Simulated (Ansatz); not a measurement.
# MgS: relaxed-ion elastic tensor

Computed with Ansatz 0.2.0, DFT PBE, scalar-relativistic, plane waves, PAW. Plane waves to 420 eV; Γ-centred k mesh 4×4×6; fixed occupations. No spin polarisation.

Relaxed structure:
```yaml
crystal:
  lattice:
    - [6.87732, 0.00000, 0.00000]
    - [0.00000, 6.87732, 0.00000]
    - [0.00000, 0.00000, 4.07982]
  atoms:
    - { symbol: Mg, position: [0.67324, 0.67324, 0.00000] }
    - { symbol: Mg, position: [0.82676, 0.17324, 0.50000] }
    - { symbol: Mg, position: [0.32676, 0.32676, 0.00000] }
    - { symbol: Mg, position: [0.17324, 0.82676, 0.50000] }
    - { symbol: S, position: [0.81222, 0.81222, 0.50000] }
    - { symbol: S, position: [0.68778, 0.31222, 0.00000] }
    - { symbol: S, position: [0.18778, 0.18778, 0.50000] }
    - { symbol: S, position: [0.31222, 0.68778, 0.00000] }
```

It was reached by relaxing an invented guess, and it needn't be the stable form of this composition.

(1) Give the relaxed-ion elastic constants (GPa, Voigt order xx yy zz yz xz xy, on the Cartesian axes of the cell above).

(2) Is the crystal stable against homogeneous strain?

(3) And the moduli of a polycrystal (Hill averages)?

## Answers

(1)
```
55.1 44.8 43.7  0.0  0.0  0.0
44.8 55.1 43.7  0.0  0.0  0.0
43.7 43.7 92.0  0.0  0.0  0.0
 0.0  0.0  0.0 16.7  0.0  0.0
 0.0  0.0  0.0  0.0 16.7  0.0
 0.0  0.0  0.0  0.0  0.0 22.8
```

(2) Yes: the least eigenvalue of the tensor is 10.3 GPa.

(3) B = 51 GPa, G = 14 GPa, E = 38 GPa, ν = 0.37.
